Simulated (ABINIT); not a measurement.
# PtS2 (P-1) in ABINIT: single point with LDA

Aim: the single point of PtS2 with LDA.

Program: ABINIT 10.8.3 (patched build). These are calculated values, not measurements. Logs are shortened: lines on timing, memory, paths and dates and some standing lists are left out, and cuts for length are marked. The log counts tension as positive stress, the text compression.

## 1. The cell of the first run

The typed cell holds 3 atoms: a = 3.578 Å, b = 3.545 Å, c = 5.056 Å, α = 87.25°, β = 89.25°, γ = 121.11°.

## 2. Single point, LDA (cell strained at random)

File run.abi:

```
# Pseudopotentials
pp_dirpath "./"
pseudos "Pt.hgh, S.hgh"

# Structure
acell 3*1.0
rprim
     6.7606633965    -0.0483127381     0.0447165893
    -3.4221711795     5.7574720476     0.1619589775
     0.0635911738     0.3026679848     9.5485272153
ntypat 2
znucl 78 16
natom 3
typat 1 2 2
xred
     0.0000000000     0.0000000000     0.0000000000
     0.3333333333     0.6666666667     0.2500000000
     0.6666666667     0.3333333333     0.7500000000
chkprim 0
chksymtnons 0
tolsym 1.0e-6

# Plane-wave basis
ecut 22.0

# k points
kptopt 1
ngkpt 7 7 4
nshiftk 1
shiftk 0.0 0.0 0.0

# Exchange and correlation
ixc 7

# Bands and occupations
nband 15
occopt 3
tsmear 0.00183747

# SCF cycle
nstep 100
tolvrs 1.0e-10

# Output
iomode 3
prtwf 0
prtden 0
prteig 0
prtebands 0
prtvol 2
```

Potentials or basis: HGH LDA.

On the command line:

```sh
$ abinit run.abi > log 2>&1
```

run.abo:

```text
.Version 10.8.3 of ABINIT
 Symmetries : space group P-1 (#  2); Bravais aP (primitive triclinic)
================================================================================
 Values of the parameters that define the memory need of the present run
     intxc =       0    ionmov =       0      iscf =       7    lmnmax =       6
     lnmax =       6     mgfft =      45  mpssoang =       3    mqgrid =    3001
     natom =       3  nloc_mem =       1    nspden =       1   nspinor =       1
    nsppol =       1      nsym =       2    n1xccc =       0    ntypat =       2
    occopt =       3   xclevel =       1
       mpw =        1839          nfft =       40500          nkpt =          99
================================================================================
================================================================================

--------------------------------------------------------------------------------
------------- Echo of variables that govern the present computation ------------
--------------------------------------------------------------------------------
 -outvars: echo values of preprocessed input variables --------
            acell      1.0000000000E+00  1.0000000000E+00  1.0000000000E+00 Bohr
              amu      1.95080000E+02  3.20660000E+01
          chkprim           0
      chksymtnons           0
             ecut      2.20000000E+01 Hartree
              ixc           7
         kptrlatt        7    0    0      0    7    0      0    0    4
          kptrlen      3.82141385E+01
            natom           3
            nband          15
            ngfft          30      30      45
             nkpt          99
            nstep         100
             nsym           2
           ntypat           2
           occopt           3
           prtden           0
        prtebands           0
           prteig           0
           prtvol           2
            prtwf           0
            rprim      6.7606633965E+00 -4.8312738100E-02  4.4716589300E-02
                      -3.4221711795E+00  5.7574720476E+00  1.6195897750E-01
                       6.3591173800E-02  3.0266798480E-01  9.5485272153E+00
          spgroup           2
           tolsym      1.00000000E-06
           tolvrs      1.00000000E-10
           tsmear      1.83747000E-03 Hartree
            typat      1  2  2
           xangst      0.0000000000E+00  0.0000000000E+00  0.0000000000E+00
                      -6.3475835069E-03  2.0626679154E+00  1.3282400824E+00
                       1.8066525823E+00  1.1186540825E+00  3.8339909141E+00
            xcart      0.0000000000E+00  0.0000000000E+00  0.0000000000E+00
                      -1.1995194389E-02  3.8978774488E+00  2.5100099853E+00
                       3.4140785852E+00  2.1139498455E+00  7.2451927968E+00
             xred      0.0000000000E+00  0.0000000000E+00  0.0000000000E+00
                       3.3333333330E-01  6.6666666670E-01  2.5000000000E-01
                       6.6666666670E-01  3.3333333330E-01  7.5000000000E-01
            znucl       78.00000   16.00000

================================================================================

 chkinp: Checking input parameters for consistency.

================================================================================
== DATASET  1 ==================================================================

--- !DatasetInfo
iteration_state: {dtset: 1, }
dimensions: {natom: 3, nkpt: 99, mband: 15, nsppol: 1, nspinor: 1, nspden: 1, mpw: 1839, }
cutoff_energies: {ecut:  22.0, pawecutdg:  -1.0, }
electrons: {nelect:   2.20000000E+01, charge:   0.00000000E+00, occopt:   3.00000000E+00, tsmear:   1.83747000E-03, }
meta: {optdriver: 0, ionmov: 0, optcell: 0, iscf: 7, paral_kgb: 0, }
...

 Exchange-correlation functional for the present dataset will be:
  LDA: Perdew-Wang 92 LSD fit to Ceperley-Alder data - ixc=7
  J.P.Perdew and Y.Wang, PRB 45, 13244 (1992)

 Real(R)+Recip(G) space primitive vectors, cartesian coordinates (Bohr,Bohr^-1):
 R(1)=  6.7606634 -0.0483127  0.0447166  G(1)=  0.1485714  0.0884157 -0.0037920
 R(2)= -3.4221712  5.7574720  0.1619590  G(2)=  0.0012844  0.1746067 -0.0055432
[... 385 lines left out ...]
  4.62E-15 8.65E-15 1.23E-14 1.37E-14 2.92E-14 9.12E-13 7.22E-12
  -0.4286  0.4286  0.5000    1  2.96233E-13 kpt; spin; max resid(k); each band:
  1.87E-14 1.58E-14 4.23E-15 7.34E-15 1.22E-14 1.02E-14 5.24E-15 3.54E-15
  6.12E-15 8.69E-15 9.22E-15 1.32E-14 2.54E-14 8.42E-14 2.96E-13
  -0.2857  0.4286  0.5000    1  7.19939E-11 kpt; spin; max resid(k); each band:
  1.53E-14 1.91E-14 4.98E-15 1.02E-14 9.68E-15 7.55E-15 1.03E-14 4.27E-15
  1.02E-14 9.72E-15 9.59E-15 1.35E-14 1.66E-14 6.80E-13 7.20E-11
  -0.1429  0.4286  0.5000    1  7.45101E-11 kpt; spin; max resid(k); each band:
  1.73E-14 1.83E-14 7.21E-15 8.00E-15 8.14E-15 7.43E-15 1.12E-14 4.95E-15
  6.33E-15 1.02E-14 1.28E-14 2.14E-14 1.15E-14 2.98E-12 7.45E-11
 reduced coordinates (array xred) for    3 atoms
       0.000000000000      0.000000000000      0.000000000000
       0.333333333300      0.666666666700      0.250000000000
       0.666666666700      0.333333333300      0.750000000000
 rms dE/dt=  4.3285E-02; max dE/dt=  7.2927E-02; dE/dt below (all hartree)
    1       0.000000000000      0.000000000000      0.000000000000
    2       0.032612545089      0.045270749846      0.072926621953
    3      -0.032612545089     -0.045270749846     -0.072926621953

 cartesian coordinates (angstrom) at end:
    1      0.00000000000000     0.00000000000000     0.00000000000000
    2     -0.00634758350693     2.06266791537728     1.32824008243866
    3      1.80665258228855     1.11865408249268     3.83399091408409

 cartesian forces (hartree/bohr) at end:
    1     -0.00000000000000    -0.00000000000000    -0.00000000000000
    2     -0.00485110920438    -0.01054186105944    -0.00727101141524
    3      0.00485110920438     0.01054186105944     0.00727101141524
 frms,max,avg= 6.4555179E-03 1.0541861E-02   0.000E+00  0.000E+00  0.000E+00 h/b

 cartesian forces (eV/Angstrom) at end:
    1     -0.00000000000000    -0.00000000000000    -0.00000000000000
    2     -0.24945406501201    -0.54208429109212    -0.37389043986905
    3      0.24945406501201     0.54208429109212     0.37389043986905
 frms,max,avg= 3.3195608E-01 5.4208429E-01   0.000E+00  0.000E+00  0.000E+00 e/A
 length scales=  1.000000000000  1.000000000000  1.000000000000 bohr
              =  0.529177210544  0.529177210544  0.529177210544 angstroms
 Fermi (or HOMO) energy (hartree) =   0.18450   Average Vxc (hartree)=  -0.39511
 Eigenvalues (hartree) for nkpt=  99  k points:
 kpt#   1, nband= 15, wtk=  0.00510, kpt=  0.0000  0.0000  0.0000 (reduced coord)
  -0.38532   -0.27877   -0.08748   -0.06719   -0.05688    0.02685    0.03429    0.08995
   0.13343    0.14244    0.18200    0.23933    0.24618    0.33751    0.35851
      occupation numbers for kpt#   1
   2.00000    2.00000    2.00000    2.00000    2.00000    2.00000    2.00000    2.00000
   2.00000    2.00000    1.59131    0.00000    0.00000    0.00000    0.00000
 kpt#   2, nband= 15, wtk=  0.01020, kpt=  0.1429  0.0000  0.0000 (reduced coord)
  -0.37569   -0.28316   -0.07623   -0.05938   -0.05158    0.01467    0.02540    0.07300
   0.12016    0.13941    0.16385    0.23153    0.24090    0.37937    0.39575
      occupation numbers for kpt#   2
   2.00000    2.00000    2.00000    2.00000    2.00000    2.00000    2.00000    2.00000
   2.00000    2.00000    1.99997    0.00000    0.00000    0.00000    0.00000
 kpt#   3, nband= 15, wtk=  0.01020, kpt=  0.2857  0.0000  0.0000 (reduced coord)
  -0.34995   -0.29275   -0.05535   -0.04123   -0.03747   -0.02430    0.01970    0.05000
   0.09793    0.11643    0.12468    0.23809    0.24692    0.37340    0.43661
      occupation numbers for kpt#   3
   2.00000    2.00000    2.00000    2.00000    2.00000    2.00000    2.00000    2.00000
[... 562 lines left out ...]
      occupation numbers for kpt#  97
   2.00000    2.00000    2.00000    2.00000    2.00000    2.00000    2.00000    2.00000
   2.00000    2.00000    2.00000    0.00000    0.00000    0.00000    0.00000
 kpt#  98, nband= 15, wtk=  0.01020, kpt= -0.2857  0.4286  0.5000 (reduced coord)
  -0.31933   -0.31044   -0.07698   -0.05945   -0.03014    0.00547    0.01273    0.06585
   0.08074    0.10736    0.11463    0.21940    0.24129    0.38507    0.41721
      occupation numbers for kpt#  98
   2.00000    2.00000    2.00000    2.00000    2.00000    2.00000    2.00000    2.00000
   2.00000    2.00000    2.00000    0.00000    0.00000    0.00000    0.00000
 kpt#  99, nband= 15, wtk=  0.01020, kpt= -0.1429  0.4286  0.5000 (reduced coord)
  -0.32440   -0.30341   -0.07692   -0.06102   -0.03080    0.00420    0.01148    0.06562
   0.08110    0.10475    0.12228    0.22421    0.23748    0.38292    0.40953
      occupation numbers for kpt#  99
   2.00000    2.00000    2.00000    2.00000    2.00000    2.00000    2.00000    2.00000
   2.00000    2.00000    2.00000    0.00000    0.00000    0.00000    0.00000
 Total charge density [el/Bohr^3]
)     Maximum=    4.2813E-01  at reduced coord.    0.1000    0.1667    0.9556
)Next maximum=    4.2813E-01  at reduced coord.    0.9000    0.8333    0.0444
)     Minimum=    7.4061E-08  at reduced coord.    0.0000    0.0000    0.0000
)Next minimum=    2.9289E-04  at reduced coord.    0.3333    0.6667    0.2444
   Integrated=    2.2000E+01

--- !EnergyTerms
iteration_state     : {dtset: 1, }
comment             : Components of total free energy in Hartree
kinetic             :  2.68648492866371E+01
hartree             :  8.28784999767559E+00
xc                  : -8.91930889253382E+00
Ewald energy        : -4.42267440862403E+01
psp_core            :  3.71581865367934E+00
local_psp           : -2.21602682492047E+01
non_local_psp       : -1.04016522740417E+01
internal            : -4.68394555640285E+01
'-kT*entropy'       : -4.00771331704895E-05
total_energy        : -4.68394956411617E+01
total_energy_eV     : -1.27456760745859E+03
band_energy         : -7.84172789766487E-01
...

 Cartesian components of stress tensor (hartree/bohr^3)
  sigma(1 1)=  5.02627804E-05  sigma(3 2)=  1.61592296E-04
  sigma(2 2)=  1.36877588E-04  sigma(3 1)=  7.63700042E-05
  sigma(3 3)=  2.03034264E-04  sigma(2 1)= -7.27359630E-05

-Cartesian components of stress tensor (GPa)         [Pressure= -3.8264E+00 GPa]
- sigma(1 1)=  1.47878205E+00  sigma(3 2)=  4.75420949E+00
- sigma(2 2)=  4.02707768E+00  sigma(3 1)=  2.24688310E+00
- sigma(3 3)=  5.97347429E+00  sigma(2 1)= -2.13996591E+00

== END DATASET(S) ==============================================================
================================================================================

 -outvars: echo values of variables after computation  --------
            acell      1.0000000000E+00  1.0000000000E+00  1.0000000000E+00 Bohr
           etotal     -4.6839495641E+01
            fcart     -0.0000000000E+00 -0.0000000000E+00 -0.0000000000E+00
                      -4.8511092044E-03 -1.0541861059E-02 -7.2710114152E-03
                       4.8511092044E-03  1.0541861059E-02  7.2710114152E-03
            rprim      6.7606633965E+00 -4.8312738100E-02  4.4716589300E-02
                      -3.4221711795E+00  5.7574720476E+00  1.6195897750E-01
                       6.3591173800E-02  3.0266798480E-01  9.5485272153E+00
           strten      5.0262780375E-05  1.3687758819E-04  2.0303426446E-04
                       1.6159229609E-04  7.6370004235E-05 -7.2735962972E-05
           xangst      0.0000000000E+00  0.0000000000E+00  0.0000000000E+00
                      -6.3475835069E-03  2.0626679154E+00  1.3282400824E+00
                       1.8066525823E+00  1.1186540825E+00  3.8339909141E+00
             xred      0.0000000000E+00  0.0000000000E+00  0.0000000000E+00
                       3.3333333330E-01  6.6666666670E-01  2.5000000000E-01
                       6.6666666670E-01  3.3333333330E-01  7.5000000000E-01
 Calculation completed.
```

It took 91 s on 1 thread of Arm Neoverse V1, shared host; peak memory 0.1 GiB.

Results:

| Quantity | Value |
| --- | --- |
| Free energy | -1274.5676 eV |
| Largest force | 0.704 eV/Å |
| Band gap on the k mesh | 0.19 eV, indirect (least direct gap 0.56 eV) |
| Valence electrons inside the program's atomic spheres | Pt 6.62; S 3.84 |

Forces in eV/Å, atoms in the order of the input:
```
Pt   0.000  0.000  0.000
S   -0.249 -0.542 -0.374
S    0.249  0.542  0.374
```

Caveat: the cutoff is too short for stress, so the log's stress isn't used; spin-orbit coupling is left out, which moves the levels of the heavy elements; an odd mesh through Γ misses points on the zone boundary, where band edges often lie; the cell's inner coordinates are idealised or old, which leaves forces on the atoms; HGH potentials are hard and often keep d shells in the core, so these values are rough.
